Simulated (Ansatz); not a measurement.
Molecular dynamics on a 2×2×2 supercell (16 atoms) of CaSe (CsCl type), relaxed with r2SCAN. Forces come from PBE in Ansatz 0.2.0: a Nosé-Hoover thermostat at fixed volume, 100 K, steps of 3 fs. Computed, non-magnetic; the trajectory is short and the cell small, so nothing here is a converged average. The structure comes from a prototype and may be hypothetical.

```yaml
crystal:
  lattice:
    - [7.2695698378, 0.0, 0.0]
    - [0.0, 7.2695698378, 0.0]
    - [0.0, 0.0, 7.2695698378]
  atoms:
    - { symbol: Ca, position: [0.0, 0.0, 0.0] }
    - { symbol: Se, position: [0.25, 0.25, 0.25] }
    - { symbol: Ca, position: [0.0, 0.0, 0.5] }
    - { symbol: Se, position: [0.25, 0.25, 0.75] }
    - { symbol: Ca, position: [0.0, 0.5, 0.0] }
    - { symbol: Se, position: [0.25, 0.75, 0.25] }
    - { symbol: Ca, position: [0.0, 0.5, 0.5] }
    - { symbol: Se, position: [0.25, 0.75, 0.75] }
    - { symbol: Ca, position: [0.5, 0.0, 0.0] }
    - { symbol: Se, position: [0.75, 0.25, 0.25] }
    - { symbol: Ca, position: [0.5, 0.0, 0.5] }
    - { symbol: Se, position: [0.75, 0.25, 0.75] }
    - { symbol: Ca, position: [0.5, 0.5, 0.0] }
    - { symbol: Se, position: [0.75, 0.75, 0.25] }
    - { symbol: Ca, position: [0.5, 0.5, 0.5] }
    - { symbol: Se, position: [0.75, 0.75, 0.75] }
kpoints:
  mp_grid: { grid: [2, 2, 2] }
hamiltonian:
  xc: pbe
scf:
  occupations: { method: fermi_dirac, width: 0.02 }
md:
  ensemble: nvt_nose_hoover
  temperature: 100
  timestep: 3.0
  n_steps: 40
  initial_velocities: maxwell_boltzmann
  seed: 243
```

Command: `ansatz run input.yaml --threads 4 --pin off --max-ram 3686MiB --backend cpu --events-out ev --progress --plain --runs-dir out`.

Task: What wall time did it need on 4 threads of Arm Neoverse N1, on a shared host, load about 0.9 per core, and how much host memory at the peak?

Result: About 4.7 min, with a peak of 1.5 GiB.

| step | t (fs) | T (K) | free energy F from step 0 (meV/atom) | kinetic energy (meV/atom) | largest force (eV/Å) |
| --- | --- | --- | --- | --- | --- |
| 0 | 0 | 100 | 0.0 | 12.1 | 0.00 |
| 1 | 3 | 100 | 0.0 | 12.1 | 0.05 |
| 2 | 6 | 98 | 0.2 | 11.9 | 0.09 |
| 3 | 9 | 97 | 0.4 | 11.7 | 0.14 |
| 4 | 12 | 94 | 0.7 | 11.4 | 0.18 |
| 5 | 15 | 92 | 1.0 | 11.1 | 0.22 |
| 6 | 18 | 88 | 1.4 | 10.7 | 0.25 |
| 7 | 21 | 85 | 1.8 | 10.3 | 0.29 |
| 8 | 24 | 82 | 2.2 | 10.0 | 0.31 |
| 9 | 27 | 79 | 2.5 | 9.6 | 0.34 |
| 10 | 30 | 77 | 2.9 | 9.3 | 0.36 |
| 11 | 33 | 75 | 3.1 | 9.1 | 0.37 |
| 12 | 36 | 73 | 3.3 | 8.9 | 0.38 |
| 13 | 39 | 73 | 3.4 | 8.8 | 0.40 |
| 14 | 42 | 73 | 3.5 | 8.8 | 0.43 |
| 15 | 45 | 73 | 3.4 | 8.9 | 0.45 |
| 16 | 48 | 74 | 3.3 | 9.0 | 0.47 |
| 17 | 51 | 76 | 3.2 | 9.2 | 0.50 |
| 18 | 54 | 79 | 2.9 | 9.5 | 0.52 |
| 19 | 57 | 82 | 2.6 | 9.9 | 0.53 |
| 20 | 60 | 85 | 2.3 | 10.3 | 0.55 |
| 21 | 63 | 89 | 1.9 | 10.8 | 0.57 |
| 22 | 66 | 93 | 1.4 | 11.3 | 0.58 |
| 23 | 69 | 98 | 0.9 | 11.9 | 0.60 |
| 24 | 72 | 104 | 0.3 | 12.6 | 0.61 |
| 25 | 75 | 110 | -0.3 | 13.3 | 0.62 |
| 26 | 78 | 116 | -1.0 | 14.1 | 0.63 |
| 27 | 81 | 124 | -1.8 | 15.0 | 0.63 |
| 28 | 84 | 132 | -2.6 | 16.0 | 0.63 |
| 29 | 87 | 141 | -3.6 | 17.0 | 0.63 |
| 30 | 90 | 150 | -4.7 | 18.2 | 0.63 |
| 31 | 93 | 161 | -5.8 | 19.5 | 0.62 |
| 32 | 96 | 172 | -7.1 | 20.9 | 0.62 |
| 33 | 99 | 184 | -8.4 | 22.3 | 0.60 |
| 34 | 102 | 196 | -9.9 | 23.8 | 0.59 |
| 35 | 105 | 209 | -11.4 | 25.3 | 0.57 |
| 36 | 108 | 221 | -12.9 | 26.8 | 0.55 |
| 37 | 111 | 233 | -14.5 | 28.2 | 0.52 |
| 38 | 114 | 244 | -16.0 | 29.5 | 0.49 |
| 39 | 117 | 254 | -17.5 | 30.7 | 0.46 |
| 40 | 120 | 262 | -18.9 | 31.8 | 0.43 |

The temperature starts at 100 K, is lowest at step 14 (73 K, 42 fs) and ends at 262 K. The free energy ends below that of the starting lattice, which is therefore no minimum: the cell is distorting and heats up. By the last step the atoms have moved 0.20 Å in the root mean square, the drift of the whole cell taken out, 0.34 Å at most.

Positions (Å) and forces (eV/Å) at step 40:
```
Ca  -0.190  -0.021   0.014     0.064   0.093   0.011
Se   1.872   1.889   1.755     0.160   0.135  -0.287
Ca   0.122  -0.179   3.652     0.089   0.356  -0.121
Se   1.664   1.836   5.370    -0.156  -0.260  -0.119
Ca   0.041   3.623   0.037    -0.064  -0.020  -0.019
Se   1.794   5.550   1.901    -0.115  -0.139   0.094
Ca  -0.008   3.475   3.703     0.037   0.055  -0.238
Se   1.973   5.475   5.534     0.153  -0.200   0.185
Ca   3.445   0.075  -0.122     0.012   0.016   0.151
Se   5.511   1.740   2.046     0.345  -0.128   0.229
Ca   3.726   0.016   3.457    -0.031  -0.066   0.251
Se   5.276   1.888   5.714    -0.083   0.041   0.111
Ca   3.600   3.674   0.066    -0.035   0.021   0.023
Se   5.410   5.334   1.586    -0.188   0.125  -0.218
Ca   3.658   3.678   3.708    -0.077  -0.072  -0.048
Se   5.653   5.468   5.184    -0.112   0.041  -0.006
```
